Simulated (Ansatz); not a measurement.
# KCl: the cost of one run

The runs shown are made with Ansatz 0.2.0. G0W0, plane waves. No spin polarisation and no zero-point or thermal motion.

## (1) The cell

The cell was relaxed beforehand with r2SCAN.

Space group Fm-3m (No. 225), cubic; conventional cell a = 6.290 Å, 31.10 Å³ an atom. Near K stand 6 Cl at 3.14 Å; near Cl stand 6 K at 3.14 Å.

The structure in full:

```xyz
2
Lattice="0.0000 3.1448 3.1448 3.1448 0.0000 3.1448 3.1448 3.1448 0.0000" Properties=species:S:1:pos:R:3 pbc="T T T"
K     0.0000    0.0000    0.0000
Cl    3.1448    3.1448    3.1448
```

## (2) 101 empty bands, 80 eV

input.yaml

```yaml
crystal:
  lattice:
    - [0.0, 3.1448483099, 3.1448483099]
    - [3.1448483099, 0.0, 3.1448483099]
    - [3.1448483099, 3.1448483099, 0.0]
  atoms:
    - { symbol: K, position: [0.0, 0.0, 0.0] }
    - { symbol: Cl, position: [0.5, 0.5, 0.5] }
kpoints:
  mp_grid: { grid: [4, 4, 4] }
hamiltonian:
  xc: pbe
scf:
  occupations: { method: fixed }
gw:
  n_empty_bands: 101
  ecut_chi: 80
  qp_bands: [v2, c2]
  qp_kpoints: band_edges
  screening: { model: contour_deformation }
```

Launch:

```bash
$ ansatz run input.yaml --threads 2 --pin off --max-ram 3686MiB --backend cpu --events-out ev --progress --plain --runs-dir out
```

Q: Estimate wall time and peak memory on 2 threads of Arm Neoverse V1, shared host.

About 5.4 s, with a peak of 0.3 GiB.
